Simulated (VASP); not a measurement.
# PbS in VASP: notebook, part 3 of 3

VASP 6.6.1. Earlier steps stand in the parts before.

### Step 6. Single point, PBE

File INCAR:

```
SYSTEM = PbS
PREC = Low
ENCUT = 500
EDIFF = 1E-6
ISMEAR = 0
SIGMA = 0.05
LREAL = .FALSE.
LASPH = .TRUE.
NELM = 100
ALGO = Normal
ISIF = 2
LWAVE = .FALSE.
LCHARG = .FALSE.
GGA = PE
NBANDS = 12
ADDGRID = .FALSE.
```

File KPOINTS:

```
Automatic mesh
0
G
  8 8 7
  0 0 0
```

File POSCAR:

```
PbS
1.0
    4.0896976867      0.0000000000      0.0000000000
   -2.0448488433      3.5417820905      0.0000000000
    0.0000000000      0.0000000000      3.7881670000
Pb S
1 1
Direct
    0.0512430000     -0.0024510000     -0.0244300000
    0.6810560000      0.3414810000      0.4970830000
```

Potentials or basis: VASP PAW PBE potentials, release 64 (Pb, S).

Command:

```console
$ cat potpaw_PBE.64/Pb/POTCAR potpaw_PBE.64/S/POTCAR > POTCAR
$ mpirun -np 1 vasp_std > vasp.out
```

OUTCAR:

```text
SYSTEM = PbS
   PREC = Low
   ENCUT = 500
   EDIFF = 1E-6
   ISMEAR = 0
   LREAL = .FALSE.
   LASPH = .TRUE.
   NELM = 100
   ISIF = 2
   GGA = PE

 Found    226 irreducible k-points:

 Following reciprocal coordinates:
            Coordinates               Weight
  0.000000  0.000000  0.000000      1.000000
  0.125000  0.000000  0.000000      2.000000
  0.000000  0.125000  0.000000      2.000000
 -0.125000  0.125000  0.000000      2.000000
  0.250000  0.000000  0.000000      2.000000
  0.000000  0.250000  0.000000      2.000000
   k-points           NKPTS =    226   k-points in BZ     NKDIM =    226   number of bands    NBANDS=     12
   number of dos      NEDOS =    301   number of ions     NIONS =      2
   total plane-waves  NPLWV =  13824
   dimension x,y,z NGX =    24 NGY =   24 NGZ =   24
   dimension x,y,z NGXF=    24 NGYF=   24 NGZF=   24
   ions per type =               1   1
   NGX,Y,Z   is equivalent  to a cutoff of   9.76,  9.76, 10.53 a.u.
   NGXF,Y,Z  is equivalent  to a cutoff of   9.76,  9.76, 10.53 a.u.
 SYSTEM =  PbS
   PREC   = low       normal or accurate (medium, high low for compatibility)
   ISTART =      0    job   : 0-new  1-cont  2-samecut
   ICHARG =      2    charge: 1-file 2-atom 10-const
   ISPIN  =      1    spin polarized calculation?
   LNONCOLLINEAR =      F non collinear calculations
   LSORBIT =      F    spin-orbit coupling
   LASPH  =      T    aspherical Exc in radial PAW
   ENCUT  =  500.0 eV  36.75 Ry    6.06 a.u.   7.46  7.46  6.91*2*pi/ulx,y,z
   NELM   =    100;   NELMIN=  2; NELMDL= -5     # of ELM steps
   EDIFF  = 0.1E-05   stopping-criterion for ELM
   LREAL  =      F    real-space projection
   EDIFFG = 0.1E-04   stopping-criterion for IOM
   NSW    =      0    number of steps for IOM
   IBRION =     -1    ionic relax: 0-MD 1-quasi-New 2-CG
   NFREE  =      0    steps in history (QN), initial steepest desc. (CG)
   ISIF   =      2    stress and relaxation
   ISYM   =      2    0-nonsym 1-usesym 2-fastsym
   POTIM  = 0.5000    time-step for ionic-motion
   TEBEG  =    0.0;   TEEND  =   0.0 temperature during run
   PSTRESS=    0.0 pullay stress
   NELECT =      10.0000    total number of electrons
   NUPDOWN=      -1.0000    fix difference up-down
   EMIN   =  10.00;   EMAX   =-10.00  energy-range for DOS
   EFERMI =   0.00;   METHOD = LEGACY
   ISMEAR =     0;   SIGMA  =   0.05  broadening in eV -4-tet -1-fermi 0-gaus
   EFERMI_NEDOS =   21; number of points for ismear=-14 and -15
   IALGO  =     38    algorithm
   IMIX   =      4    mixing-type and parameters
     AMIX     =   0.40;   BMIX     =  1.00
     AMIX_MAG =   1.60;   BMIX_MAG =  1.00
  volume/ion in A,a.u.               =      27.44       185.14
  Fermi-wavevector in a.u.,A,eV,Ry     =   0.928170  1.753987 11.721408  0.861499
  Thomas-Fermi vector in A             =   2.054318
   LORBIT       =      0    0 simple, 1 ext, 2 COOP (PROOUT), +10 PAW based schemes
   GGA     = PE    functional components
   LHFCALC =     F    Hartree Fock is set to
   AEXX    =    0.0000 exact exchange contribution
   IVDW    =     0    specifies the selected vdW correction
   LEPSILON=     F    determine dielectric tensor
   LRPA    =     F    only Hartree local field effects (RPA)
 non-spin polarized calculation
 Gauss-broadening in eV      SIGMA  =   0.05
  energy-cutoff  :      500.00
  volume of cell :       54.87
 maximum number of plane-waves:      1424
   NGX = 15   NGY = 15   NGZ = 13

 number of electron      10.0000000 magnetization

 number of electron       9.9999951 magnetization

 Free energy of the ion-electron system (eV)
  ---------------------------------------------------
  ext. energy  EPLUGINS =         0.00000000
  ---------------------------------------------------
  free energy    TOTEN  =        -8.53254311 eV

  energy without entropy =       -8.53220169  energy(sigma->0) =       -8.53237240

 E-fermi :   3.9076     XC(G=0):  -9.3414

 val. band max:        3.8993217301   @ k =   0.3750   0.2500   0.0000
 cond. band min:       3.9336268478   @ k =   0.3750   0.3750   0.4286
 fundamental gap:      0.0343051177
 Fermi energy:         3.9075695532

 k-point     1 :       0.0000    0.0000    0.0000
  band No.  band energies     occupation
      1      -9.2829      2.00000
      2      -2.5347      2.00000
      3       1.7318      2.00000
      4       1.9373      2.00000
      5       2.4760      2.00000
      6       6.9391      0.00000
      7       7.8499      0.00000
      8       9.0620      0.00000
      9      10.5297      0.00000
     10      10.8982      0.00000
     11      14.3055      0.00000
     12      15.1621      0.00000

 k-point     2 :       0.1250    0.0000    0.0000
  band No.  band energies     occupation
      1      -9.1604      2.00000
      2      -2.8548      2.00000
      3       1.8546      2.00000
      4       1.9977      2.00000
      5       2.3291      2.00000
      6       6.8125      0.00000
      7       7.5864      0.00000
      8       9.2863      0.00000
      9      10.0689      0.00000
     10      11.9757      0.00000
     11      13.6849      0.00000
     12      14.9094      0.00000

 k-point     3 :       0.0000    0.1250    0.0000
  band No.  band energies     occupation
      1      -9.1642      2.00000
      2      -2.8264      2.00000
      3       1.8462      2.00000
      4       1.9116      2.00000
      5       2.3879      2.00000
      6       6.6050      0.00000
      7       7.8338      0.00000
      8       9.2801      0.00000
      9      10.1024      0.00000
     10      11.9557      0.00000
     11      13.7712      0.00000
     12      14.8304      0.00000

 k-point     4 :      -0.1250    0.1250    0.0000
  band No.  band energies     occupation
      1      -9.1740      2.00000
      2      -2.7476      2.00000
      3       1.7866      2.00000
      4       1.8364      2.00000
      5       2.3799      2.00000
      6       6.4432      0.00000
      7       8.1153      0.00000
      8       9.2553      0.00000
      9      10.1905      0.00000
     10      12.0027      0.00000
     11      14.1214      0.00000
     12      14.3571      0.00000

 k-point     5 :       0.2500    0.0000    0.0000
  band No.  band energies     occupation
      1      -8.8217      2.00000
      2      -3.6202      2.00000
      3       1.7604      2.00000
      4       2.1824      2.00000
      5       2.3610      2.00000
      6       6.0645      0.00000
      7       8.2002      0.00000
      8       8.8538      0.00000
      9       9.9166      0.00000
     10      12.3426      0.00000
     11      14.5271      0.00000
     12      14.8893      0.00000

 k-point     6 :       0.0000    0.2500    0.0000
  band No.  band energies     occupation
      1      -8.8382      2.00000
      2      -3.5364      2.00000
      3       1.6699      2.00000
      4       2.1620      2.00000
      5       2.3295      2.00000
      6       5.9573      0.00000
      7       8.3632      0.00000
      8       8.9466      0.00000
      9       9.9360      0.00000
     10      12.4550      0.00000
     11      14.4417      0.00000
     12      14.8831      0.00000

 [... further k-points ...]

------------------------ aborting loop because EDIFF is reached ----------------------------------------

  FORCE on cell =-STRESS in cart. coord.  units (eV):
  Direction    XX          YY          ZZ          XY          YZ          ZX
  --------------------------------------------------------------------------------------
  -------------------------------------------------------------------------------------
  Total       -0.0188934      0.0360620      0.0958425      0.0361945      0.0050034     -0.1246419
  in kB       -0.5516682      1.0529745      2.7985085      1.0568437      0.1460937     -3.6394235
  external PRESSURE =       1.0999383 kB  Pullay stress =       0.0000000 kB

 VOLUME and BASIS-vectors are now :
 -----------------------------------------------------------------------------
  energy-cutoff  :      500.00
  volume of cell :       54.87
      direct lattice vectors                 reciprocal lattice vectors
     4.089697687  0.000000000  0.000000000     0.244516851  0.141171870  0.000000000
    -2.044848843  3.541782090  0.000000000     0.000000000  0.282343740  0.000000000
     0.000000000  0.000000000  3.788167000     0.000000000  0.000000000  0.263979914

 POSITION                                       TOTAL-FORCE (eV/Angst)
 -----------------------------------------------------------------------------------
     -1.83027      3.53310      3.69562        -0.302140      0.062713     -0.060616
      2.08704      1.20945      1.88303         0.302140     -0.062713      0.060616
 -----------------------------------------------------------------------------------
    total drift:                               -0.001381     -0.000978     -0.001216

  FREE ENERGIE OF THE ION-ELECTRON SYSTEM (eV)
  ---------------------------------------------------
  free  energy   TOTEN  =        -8.5325431135 eV

  energy  without entropy=       -8.5322016888  energy(sigma->0) =       -8.53237240
```

OSZICAR:

```text
N       E                     dE             d eps       ncg     rms          rms(c)
DAV:   1     0.323679473991E+02    0.32368E+02   -0.38422E+03  5424   0.650E+02
DAV:   2    -0.651545007704E+01   -0.38883E+02   -0.37209E+02  7180   0.109E+02
DAV:   3    -0.913784811383E+01   -0.26224E+01   -0.26146E+01  6844   0.295E+01
DAV:   4    -0.916257868301E+01   -0.24731E-01   -0.24727E-01  6500   0.349E+00
DAV:   5    -0.916294117148E+01   -0.36249E-03   -0.36248E-03  7024   0.431E-01    0.859E+00
DAV:   6    -0.854164290520E+01    0.62130E+00   -0.24183E+00  6220   0.531E+00    0.550E+00
DAV:   7    -0.853314407369E+01    0.84988E-02   -0.21111E-01  6940   0.194E+00    0.358E+00
DAV:   8    -0.853356277547E+01   -0.41870E-03   -0.38022E-02  6380   0.906E-01    0.526E-01
DAV:   9    -0.853237813440E+01    0.11846E-02   -0.11289E-02  6328   0.375E-01    0.308E-01
DAV:  10    -0.853254434500E+01   -0.16621E-03   -0.14615E-03  6448   0.163E-01    0.495E-02
DAV:  11    -0.853253775103E+01    0.65940E-05   -0.10225E-04  6724   0.548E-02    0.340E-02
DAV:  12    -0.853253931076E+01   -0.15597E-05   -0.11759E-05  6732   0.157E-02    0.972E-03
DAV:  13    -0.853254313606E+01   -0.38253E-05   -0.55492E-06  6304   0.128E-02    0.544E-03
DAV:  14    -0.853254311345E+01    0.22611E-07   -0.22308E-07  4420   0.210E-03
   1 F= -.85325431E+01 E0= -.85323724E+01  d E =-.341425E-03
```

stdout:

```text
POSCAR found type information on POSCAR PbS
 POSCAR found :  2 types and       2 ions
 scaLAPACK will be used
 LDA part: xc-table for (Slater+PW92), standard interpolation
 POSCAR, INCAR and KPOINTS ok, starting setup
 FFT: planning ... GRIDC
 FFT: planning ... GRID_SOFT
 FFT: planning ... GRID
 WAVECAR not read
 entering main loop
```

It took 24 s on 1 thread of Intel Xeon 6975P-C (Granite Rapids), shared host; peak memory 0.23 GiB.

The run converged, but some of its settings lie outside the range that counts as converged, so its numbers aren't taken as properties of the crystal.

Results:

```
Free energy            : -8.5325 eV
Pressure               : 0.1 GPa
Largest force          : 0.314 eV/Å
Band gap on the k mesh : 0.03 eV, indirect (least direct gap 1.66 eV)
```

Caveat: spin-orbit coupling is left out, which as a rule narrows the gap of such compounds by several tenths of an eV; an odd mesh through Γ misses points on the zone boundary, where band edges often lie.
